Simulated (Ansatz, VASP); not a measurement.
# Pt in VASP and in Ansatz

```
CELL_PARAMETERS angstrom
-1.51792 1.61257 1.57266
1.58438 -1.59122 1.61776
1.52358 1.59687 -1.55131
ATOMIC_POSITIONS crystal
Pt 0.98769 0.99114 0.98751
```

Change from the starting cell: cell strained at random at fixed volume.

Alike in both runs: task single point; functional PBE; k mesh 12 × 12 × 12; occupations fermi-dirac, width 0.05 eV; no spin polarisation.

|  | VASP | Ansatz |
| --- | --- | --- |
| version | VASP 6.6.1 | Ansatz 0.2.0 |
| potentials or method | VASP PAW PBE potentials, release 64 (Pt), cutoff 520 eV | all-electron LAPW, scalar-relativistic |

Ansatz gave:

```
gap on the k mesh at the Fermi level (eV)       : none
pressure (GPa)                                  : -0.9
largest component of the traceless stress (GPa) : 5.97
```

Which values does VASP return?

gap on the k mesh at the Fermi level (eV): none; pressure (GPa): -1.3; largest component of the traceless stress (GPa): 5.91.

A gap of «none» marks a metal or a gap that the smearing closes. Ansatz ran all-electron here, so the differences hold the error of VASP's frozen core and of both bases.

Spin-orbit coupling is left out, which matters for the levels of Pt.
